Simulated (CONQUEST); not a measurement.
# TaN (P1) in CONQUEST: convergence with k mesh

Aim: find how far k mesh must go before the results for TaN settle, at PBE. This setting moves, with any that are tied to it; all else stays.

Program: CONQUEST 1.3. These are calculated values, not measurements. Logs are shortened: lines on timing, memory, paths and dates and some standing lists are left out, and cuts for length are marked.

### Step 1. The cell of the first run

The typed cell holds 4 atoms: a = 3.127 Å, b = 3.127 Å, c = 4.423 Å, α = 90.00°, β = 90.00°, γ = 90.00°.

The cell comes from a database or a generator and needn't be the stable form of this composition.

The cell isn't the ideal one: atoms moved at random.

### Step 2. With k mesh 2 × 2 × 1

File Conquest_input:

```
IO.Title TaN
IO.Coordinates coords.dat
IO.FractionalAtomicCoords T
IO.Iprint 2
IO.Iprint_init 1
General.NumberOfSpecies 2
General.PseudopotentialType hamann
AtomMove.TypeOfRun static
AtomMove.FullStress T
Grid.GridCutoff 150
DM.SolutionMethod diagon
Diag.MPMesh T
Diag.GammaCentred T
Diag.MPMeshX 2
Diag.MPMeshY 2
Diag.MPMeshZ 1
Diag.kT 0.00183747
minE.SCTolerance 1e-6
SC.MaxIters 100
IO.AtomChargeOutput T
%block ChemicalSpeciesLabel
1 180.950 Ta
2 14.010 N
%endblock
```

File coords.dat:

```
    5.9097083407     0.0000000000     0.0000000000
    0.0000000000     5.9097083407     0.0000000000
    0.0000000000     0.0000000000     8.3575896862
4
  0.0001360000   0.9987750000   0.5002560000 1 T T T
  0.5001360000   0.4987750000   0.0002560000 1 T T T
  0.0055065000   0.9916125000   0.0007195000 2 T T T
  0.5055065000   0.4916125000   0.5007195000 2 T T T
```

Potentials or basis: PseudoDojo NC PBE, DZP, grid cutoff 150 Ha.

Run with:

```bash
> OMP_NUM_THREADS=1 Conquest
```

Run time: 50 s. Hardware: 1 thread of AMD EPYC 7B13 (Zen 3), shared host; peak memory 0.89 GiB.

Results:

```
Free energy            : -4106.1965 eV
Pressure               : 14.4 GPa
Largest force          : 0.501 eV/Å
Band gap on the k mesh : none (metal or under the smearing width)
Mulliken charges       : Ta +1.44; N -1.44 e
```

### Step 3. With k mesh 2 × 2 × 2

Changes to Conquest_input since step 2:

```diff
@@ -15,3 +15,3 @@
 Diag.MPMeshY 2
-Diag.MPMeshZ 1
+Diag.MPMeshZ 2
 Diag.kT 0.00183747
```

coords.dat is that of step 2.

Potentials or basis: PseudoDojo NC PBE, DZP, grid cutoff 150 Ha.

Run with:

```bash
> OMP_NUM_THREADS=1 Conquest
```

Run time: 54 s. Hardware: 1 thread of AMD EPYC 7B13 (Zen 3), shared host; peak memory 0.89 GiB.

What came out:

```
Free energy            : -4108.5525 eV
Pressure               : 6.2 GPa
Largest force          : 0.260 eV/Å
Band gap on the k mesh : none (metal or under the smearing width)
Mulliken charges       : Ta +1.29; N -1.29 e
```

### Step 4. With k mesh 3 × 3 × 2

Changes to Conquest_input since step 3:

```diff
@@ -13,4 +13,4 @@
 Diag.GammaCentred T
-Diag.MPMeshX 2
-Diag.MPMeshY 2
+Diag.MPMeshX 3
+Diag.MPMeshY 3
 Diag.MPMeshZ 2
```

coords.dat is that of step 3.

Run with:

```bash
> OMP_NUM_THREADS=1 Conquest
```

Run time: 57 s. Hardware: 1 thread of AMD EPYC 7B13 (Zen 3), shared host; peak memory 0.89 GiB.

What came out:

| Quantity | Value |
| --- | --- |
| Free energy | -4108.9133 eV |
| Pressure | 4.8 GPa |
| Largest force | 0.470 eV/Å |
| Band gap on the k mesh | none (metal or under the smearing width) |
| Mulliken charges | Ta +1.22; N -1.22 e |

### Step 5. With k mesh 4 × 4 × 3

Changes to Conquest_input since step 4:

```diff
@@ -13,5 +13,5 @@
 Diag.GammaCentred T
-Diag.MPMeshX 3
-Diag.MPMeshY 3
-Diag.MPMeshZ 2
+Diag.MPMeshX 4
+Diag.MPMeshY 4
+Diag.MPMeshZ 3
 Diag.kT 0.00183747
```

coords.dat is that of step 4.

Run with:

```bash
> OMP_NUM_THREADS=1 Conquest
```

Run time: 68 s. Hardware: 1 thread of AMD EPYC 7B13 (Zen 3), shared host; peak memory 0.89 GiB.

Results:

```
Free energy            : -4109.7944 eV
Pressure               : 1.0 GPa
Largest force          : 0.209 eV/Å
Band gap on the k mesh : none (metal or under the smearing width)
Mulliken charges       : Ta +1.21; N -1.21 e
```

### Step 6. With k mesh 5 × 5 × 4

Changes to Conquest_input since step 5:

```diff
@@ -13,5 +13,5 @@
 Diag.GammaCentred T
-Diag.MPMeshX 4
-Diag.MPMeshY 4
-Diag.MPMeshZ 3
+Diag.MPMeshX 5
+Diag.MPMeshY 5
+Diag.MPMeshZ 4
 Diag.kT 0.00183747
```

coords.dat is that of step 5.

Potentials or basis: PseudoDojo NC PBE, DZP, grid cutoff 150 Ha.

Run with:

```bash
> OMP_NUM_THREADS=1 Conquest
```

Wall time 84 s (1 thread of AMD EPYC 7B13 (Zen 3), shared host); peak memory 0.89 GiB.

Results (log left out):

```yaml
Free_energy: -4109.8869 eV
Pressure: 0.4 GPa
Largest_force: 0.257 eV/Å
Band_gap_on_the_k_mesh: none (metal or under the smearing width)
Mulliken_charges: Ta +1.21; N -1.21 e
```

### Step 7. With k mesh 6 × 6 × 5

Changes to Conquest_input since step 6:

```diff
@@ -13,5 +13,5 @@
 Diag.GammaCentred T
-Diag.MPMeshX 5
-Diag.MPMeshY 5
-Diag.MPMeshZ 4
+Diag.MPMeshX 6
+Diag.MPMeshY 6
+Diag.MPMeshZ 5
 Diag.kT 0.00183747
```

coords.dat is that of step 6.

Run with:

```bash
> OMP_NUM_THREADS=1 Conquest
```

Run time: 1.9 min. Hardware: 1 thread of AMD EPYC 7B13 (Zen 3), shared host; peak memory 0.89 GiB.

Results (log left out):

```
Free energy            : -4109.8292 eV
Pressure               : 0.8 GPa
Largest force          : 0.215 eV/Å
Band gap on the k mesh : none (metal or under the smearing width)
Mulliken charges       : Ta +1.20; N -1.20 e
```

### Step 8. With k mesh 7 × 7 × 5

Changes to Conquest_input since step 7:

```diff
@@ -13,4 +13,4 @@
 Diag.GammaCentred T
-Diag.MPMeshX 6
-Diag.MPMeshY 6
+Diag.MPMeshX 7
+Diag.MPMeshY 7
 Diag.MPMeshZ 5
```

coords.dat is that of step 7.

Run with:

```bash
> OMP_NUM_THREADS=1 Conquest
```

Wall time 2 min (1 thread of AMD EPYC 7B13 (Zen 3), shared host); peak memory 0.89 GiB.

The run converged. Its results:

```yaml
Free_energy: -4109.9424 eV
Pressure: 0.2 GPa
Largest_force: 0.205 eV/Å
Band_gap_on_the_k_mesh: none (metal or under the smearing width)
Mulliken_charges: Ta +1.20; N -1.20 e
```

### Step 9. With k mesh 9 × 9 × 6

Changes to Conquest_input since step 8:

```diff
@@ -13,5 +13,5 @@
 Diag.GammaCentred T
-Diag.MPMeshX 7
-Diag.MPMeshY 7
-Diag.MPMeshZ 5
+Diag.MPMeshX 9
+Diag.MPMeshY 9
+Diag.MPMeshZ 6
 Diag.kT 0.00183747
```

coords.dat is that of step 8.

Potentials or basis: PseudoDojo NC PBE, DZP, grid cutoff 150 Ha.

Run with:

```bash
> OMP_NUM_THREADS=1 Conquest
```

It took 3.6 min on 1 thread of AMD EPYC 7B13 (Zen 3), shared host; peak memory 0.89 GiB.

The run converged. Its results:

- Free energy: -4109.8868 eV
- Pressure: 0.6 GPa
- Largest force: 0.218 eV/Å
- Band gap on the k mesh: none (metal or under the smearing width)
- Mulliken charges: Ta +1.20; N -1.20 e

### Step 10. With k mesh 11 × 11 × 8

Changes to Conquest_input since step 9:

```diff
@@ -13,5 +13,5 @@
 Diag.GammaCentred T
-Diag.MPMeshX 9
-Diag.MPMeshY 9
-Diag.MPMeshZ 6
+Diag.MPMeshX 11
+Diag.MPMeshY 11
+Diag.MPMeshZ 8
 Diag.kT 0.00183747
```

coords.dat is that of step 9.

Run with:

```bash
> OMP_NUM_THREADS=1 Conquest
```

Wall time 6 min (1 thread of AMD EPYC 7B13 (Zen 3), shared host); peak memory 0.89 GiB.

It converged, with:

```yaml
Free_energy: -4109.8852 eV
Pressure: 0.6 GPa
Largest_force: 0.231 eV/Å
Band_gap_on_the_k_mesh: none (metal or under the smearing width)
Mulliken_charges: Ta +1.20; N -1.20 e
```

### Step 11. With k mesh 12 × 12 × 9

Changes to Conquest_input since step 10:

```diff
@@ -13,5 +13,5 @@
 Diag.GammaCentred T
-Diag.MPMeshX 11
-Diag.MPMeshY 11
-Diag.MPMeshZ 8
+Diag.MPMeshX 12
+Diag.MPMeshY 12
+Diag.MPMeshZ 9
 Diag.kT 0.00183747
```

coords.dat is that of step 10.

Potentials or basis: PseudoDojo NC PBE, DZP, grid cutoff 150 Ha.

Run with:

```bash
> OMP_NUM_THREADS=1 Conquest
```

Output:

```text
Simulation cell dimensions:     5.9097 a0 x     5.9097 a0 x     8.3576 a0

      Atomic coordinates (a0)
         Atom         X         Y         Z  Species
            1    0.0008    5.9025    4.1809        1
            2    2.9557    2.9476    0.0021        1
            3    0.0325    5.8601    0.0060        2
            4    2.9874    2.9053    4.1848        2

         Monkhorst-Pack mesh:  12 x  12 x   9 gamma-centred
        This calculation includes non-local pseudopotentials,
         with a maximum core radius of      7.79231071

    Job title: TaN
    Job to be run: static calculation

[... 5 lines left out ...]
      Using Fermi-Dirac smearing

    Integration grid size:     36 x   36 x   48

    Integration grid spacing:  0.164 a0 x 0.164 a0 x 0.174 a0

    Number of species:  2
    --------------------------------------------------------
    |   #  mass (au)  Charge (e)  SF Rad (a0)  NSF  Label  |
    --------------------------------------------------------
    |   1    180.950      13.000        8.009   19  Ta     |
    |   2     14.010       5.000        5.746   13  N      |
    --------------------------------------------------------
          SCF tolerance:                 0.00000100
          SCF iterations:               100

    The functional used will be GGA PBE96

           radial cut-off to be used is taken to be max PAO cut-off radius for this species:    7.792311

           greatest ang. mom. for making density from PAOs:  2

           radial cut-off to be used is taken to be max PAO cut-off radius for this species:    5.483972

           greatest ang. mom. for making density from PAOs:  2
    Minimum blocs/proc is      972. Maximum blocs/proc is      972
    set_atom_dens: In set_atomic_density, electrons :      36.000000000000
 matrix_size & matrix_size_padH =           64          64

    Screened ion int: energy:    -104.422015346151 Ha

    new_SC_potl: Starting.  Tolerance:  0.10000E-05

    PulayMixSC: Starting Pulay mixing, A_up =  0.500 A_dn =  0.500
    PulayMixSC: Spin non-polarised calculation.
          Harris-Foulkes Energy            :      -151.154024600655418 Ha
          GroundState Energy (E-(1/2)TS)   :      -151.154275861472058 Ha
          Free Energy (E-TS)               :      -151.154527122288698 Ha
          DFT Total Energy                 :      -150.774358884701087 Ha
          Total number of electrons        :        35.999999999999957
    PulayMixSC: Pulay iteration     1 residual:              0.74391E-02
          Harris-Foulkes Energy            :      -151.089039934874620 Ha
          GroundState Energy (E-(1/2)TS)   :      -151.089304239622493 Ha
          Free Energy (E-TS)               :      -151.089568544370366 Ha
          DFT Total Energy                 :      -150.894045061586127 Ha
          Total number of electrons        :        36.000000124482149
    PulayMixSC: Pulay iteration     2 residual:              0.60833E-02
          Harris-Foulkes Energy            :      -151.035641198213085 Ha
          GroundState Energy (E-(1/2)TS)   :      -151.035929260174612 Ha
          Free Energy (E-TS)               :      -151.036217322136139 Ha
          DFT Total Energy                 :      -151.035224374892323 Ha
          Total number of electrons        :        36.000001794721342
    PulayMixSC: Pulay iteration     3 residual:              0.84847E-03
          Harris-Foulkes Energy            :      -151.035871048455306 Ha
          GroundState Energy (E-(1/2)TS)   :      -151.036162504166498 Ha
          Free Energy (E-TS)               :      -151.036453959877662 Ha
          DFT Total Energy                 :      -151.034157037159872 Ha
          Total number of electrons        :        36.000006496635649
    PulayMixSC: Pulay iteration     4 residual:              0.47262E-03
          Harris-Foulkes Energy            :      -151.035319234551309 Ha
          GroundState Energy (E-(1/2)TS)   :      -151.035607945586378 Ha
          Free Energy (E-TS)               :      -151.035896656621446 Ha
          DFT Total Energy                 :      -151.035310331438836 Ha
          Total number of electrons        :        36.000004668661049
    PulayMixSC: Pulay iteration     5 residual:              0.37529E-04
          Harris-Foulkes Energy            :      -151.035315217189918 Ha
          GroundState Energy (E-(1/2)TS)   :      -151.035603767398044 Ha
          Free Energy (E-TS)               :      -151.035892317606141 Ha
          DFT Total Energy                 :      -151.035313291474267 Ha
          Total number of electrons        :        36.000005810011736
    PulayMixSC: Pulay iteration     6 residual:              0.16294E-04
          Harris-Foulkes Energy            :      -151.035314678045921 Ha
          GroundState Energy (E-(1/2)TS)   :      -151.035603155483386 Ha
          Free Energy (E-TS)               :      -151.035891632920823 Ha
          DFT Total Energy                 :      -151.035314624187038 Ha
          Total number of electrons        :        36.000005422998690
    PulayMixSC: Pulay iteration     7 residual:              0.28422E-05
          Harris-Foulkes Energy            :      -151.035314577426107 Ha
          GroundState Energy (E-(1/2)TS)   :      -151.035603039082332 Ha
          Free Energy (E-TS)               :      -151.035891500738529 Ha
          DFT Total Energy                 :      -151.035314577411526 Ha
          Total number of electrons        :        36.000005049650419
    PulayMixSC: Pulay iteration     8 residual:              0.39684E-07
    PulayMixSC: Reached SCF tolerance of  0.39684E-07 after      8 iterations
      | Number of electrons      =        36.000005
      |* band energy as 2Tr[K.H] =       -38.463191659151015 Ha
      |  screened ion-ion energy =      -104.422015346150971 Ha
      |  Ha correction           =         0.346041200452568 Ha
      |  XC correction           =        -8.496149202995982 Ha
      | GS Energy as E-(1/2)TS   =      -151.035603039082332 Ha
      | Free Energy as E-TS      =      -151.035891500738529 Ha
      |* Harris-Foulkes energy   =      -151.035314577426107 Ha
      |* DFT total energy        =      -151.035314577411526 Ha
      |  estimated accuracy      =        -0.000000000014580 Ha

    force: Forces on atoms (Ha/a0)
    force:  Atom   X              Y              Z
    force:     1   0.0024425249  -0.0033764825   0.0003747072
    force:     2   0.0024425249  -0.0033764825   0.0003747072
    force:     3  -0.0024325390   0.0030211237  -0.0003054330
    force:     4  -0.0024325390   0.0030211237  -0.0003054330

    force: Maximum force :        0.00337648(Ha/a0) on atom         1 in y direction
    force: Force Residual:        0.00404009 Ha/a0
    force: Total stress:         -0.95826985     0.23050727    -0.01202694 GPa
                             0.23050727    -0.72260241    -0.00924421
                            -0.01202693    -0.00924422     0.13149923
    force: Average pressure:      0.51645768 GPa

    force: Finished force
    get_E_and_F: Change in energy during last step of electronic optimisation:  0.10062E-06

    BIBLIOGRAPHY: Please consider citing the following references in the conquest.bib file

    CONQUEST:         Bowler2002pt, Miyazaki2004, Nakata2020
    Basis:            Bowler2019
    DM:               Bowler:2006xr
    Pseudopotentials: Hamann2013, Bowler2019
    XC functional:    Perdew1996
```

Run time: 7.9 min. Hardware: 1 thread of AMD EPYC 7B13 (Zen 3), shared host; peak memory 0.89 GiB.

What came out:

| Quantity | Value |
| --- | --- |
| Free energy | -4109.8960 eV |
| Pressure | 0.5 GPa |
| Largest force | 0.215 eV/Å |
| Band gap on the k mesh | none (metal or under the smearing width) |
| Mulliken charges | Ta +1.20; N -1.20 e |

### Step 12. Summary

```tsv
k mesh	energy less the tightest run, at zero smearing (meV/atom)	pressure (GPa)	largest force (eV/Å)	SCF cycles	CPU time (s)	peak memory (GiB)
2 × 2 × 1	927.91	14.36	0.501	8	50	0.89
2 × 2 × 2	338.30	6.19	0.260	8	54	0.89
3 × 3 × 2	248.37	4.78	0.470	8	57	0.89
4 × 4 × 3	27.49	0.98	0.209	8	68	0.89
5 × 5 × 4	2.47	0.45	0.257	8	84	0.89
6 × 6 × 5	17.84	0.79	0.215	8	120	0.89
7 × 7 × 5	-12.35	0.19	0.205	8	120	0.89
9 × 9 × 6	2.33	0.55	0.218	8	210	0.89
11 × 11 × 8	2.81	0.57	0.231	8	360	0.89
12 × 12 × 9	0.00	0.52	0.215	8	470	0.89
```

Against the tightest run, the pressure stays within 0.1 GPa from 9 × 9 × 6 on. Not settled before the last step: the energy (to 1 meV/atom), the largest force (to 0.005 eV/Å). Meshes of other sizes hit other points, so gaps and Fermi surfaces needn't settle smoothly. The tightest run that finished is the yardstick and may itself not be fully converged.

Caveats: the basis of atomic orbitals isn't converged, which shifts pressures, moduli and gaps.
